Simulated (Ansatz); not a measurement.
# SiC: the cost of one run

Computed with Ansatz 0.2.0 (DFT LDA, scalar-relativistic, plane waves, PAW, unless a step's input says otherwise).

The COD entry's cell or inner coordinates are ideal or old and differ from later refinements, so a difference from it is no clean test against experiment.

4 further runs of the same task are left out: 4 set aside as unsound or not needed.

## (1) Starting point

It takes space group F-43m (No. 216, cubic). The conventional cell has a = 4.329 Å, b = 4.329 Å, c = 4.329 Å, α = 90.00°, β = 90.00°, γ = 90.00°. Around Si (site symmetry -43m) lie 4 C at 1.87 Å. C (site symmetry -43m) is surrounded by 4 Si at 1.87 Å.

Structure file:

```
Si C
1.0
     0.00000    2.16441    2.16441
     2.16441    0.00000    2.16441
     2.16441    2.16441    0.00000
Si C
1 1
Direct
  0.00000 0.00000 0.00000
  0.75000 0.75000 0.75000
```

It is the result of an earlier relaxation at this level (volume 10.14 Å³/atom; gap on the mesh: 1.30 eV).

## (2) Plan of the line

The energy is mapped over two normal modes frozen in (zone-centre modes of the cell shown, which folds in the wave vector (0, 1/2, 1/2) of the primitive cell).

First coordinate, amplitude of mode 4 (365 cm⁻¹), largest displacement: 11 values from −0.060 Å. Second coordinate, amplitude of mode 12 (830 cm⁻¹), largest displacement: 11 values from −0.099 Å.

Nothing else is relaxed (the cell and all other modes fixed). Energies count from the relaxed high-symmetry cell. Points are written as (first, second).

The modes come from a phonon run on the reference cell, made beforehand.

The patterns, per unit of each coordinate (Å):

| atom | x1 | y1 | z1 | x2 | y2 | z2 |
| --- | --- | --- | --- | --- | --- | --- |
| Si1 | 0.000 | 0.000 | 1.000 | 0.000 | 0.000 | 0.000 |
| Si2 | 0.000 | 0.000 | -1.000 | 0.000 | 0.000 | 0.000 |
| C3 | 0.000 | 0.677 | 0.000 | 1.000 | 0.000 | 0.000 |
| C4 | 0.000 | -0.677 | 0.000 | -1.000 | 0.000 | 0.000 |

## (3) Point (−0.060 Å, −0.059 Å)

The input, input.yaml:

```yaml
crystal:
  lattice:
    - [0.0, -2.1644105396, -2.1644105396]
    - [0.0, 2.1644105396, -2.1644105396]
    - [4.3288210792, 0.0, 0.0]
  atoms:
    - { symbol: Si, position: [0.5138605867, 0.5138605867, 0.5] }
    - { symbol: Si, position: [-0.0138605867, -0.0138605867, 0.0] }
    - { symbol: C, position: [0.0093834953, 0.4906165047, 0.2362780191] }
    - { symbol: C, position: [0.4906165047, 0.0093834953, 0.7637219809] }
basis:
  ecutwfc: 520.0
kpoints:
  mp_grid: { grid: [10, 10, 6] }
hamiltonian:
  xc: lda
  pseudopotentials: { kind: paw, azcp: { folder: soft_1 } }
scf:
  occupations: { method: gaussian, width: 0.05 }
output:
  forces: true
  stress: true
  eigenvalues: true
```

The run is started by

```
$ ansatz run input.yaml --threads 1 --pin off --max-ram 2048MiB --backend cpu --events-out ev --progress --plain --runs-dir out
```

**Question.** How long does this run take on 1 thread of AMD EPYC 9R45 (Zen 5), shared host, and how much memory does it need?

About 4.3 s, with a peak of 0.46 GiB.
